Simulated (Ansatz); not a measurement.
Runs of Ansatz 0.2.0 on Bi2Se3 (Paraguanajuatite). It takes space group R-3m (No. 166, trigonal). Conventional cell: a = 4.143 Å, b = 4.143 Å, c = 28.636 Å, α = 90.00°, β = 90.00°, γ = 120.00°. Bi (site symmetry 3m) is surrounded by 6 Se at 2.85 to 3.07 Å. Se (site symmetry 3m) has 3 Bi at 2.85 Å as nearest neighbours. Se (site symmetry -3m) is surrounded by 6 Bi at 3.07 Å. 

```tsv
level	cutoff (eV)	gap on the mesh (eV)	pressure (GPa)	largest force (eV/Å)
PBEsol	420	0.14	-0.3	0.15
LDA	420	(a)	-1.8	(c)
RPBE	420	0.29	4.2	0.16
revPBE	420	0.27	3.8	0.16
BLYP	420	0.27	6.3	0.31
PBE	420	(b)	2.5	0.16
r2SCAN	500	0.49	1.4	0.08
```

Alike in all rows: task projected density of states; potentials or basis Ansatz PAW; no spin polarisation; cell as given; k mesh 8 × 8 × 8; smearing fermi-dirac 0.05 eV.

Q: Estimate the missing entries.

A: (a) 0.09; (b) 0.22; (c) 0.12.

Caveats: spin-orbit coupling is left out, which as a rule narrows the gap of such compounds by several tenths of an eV; the density of states is complete only up to the lowest level of the last band computed; the PAW data sets come from PBE, with cores solved anew for the run's functional, which leaves a small shift of forces and pressure (some runs).

A k mesh can miss the band edges, and the runs leave out spin-orbit coupling on Bi, Se.
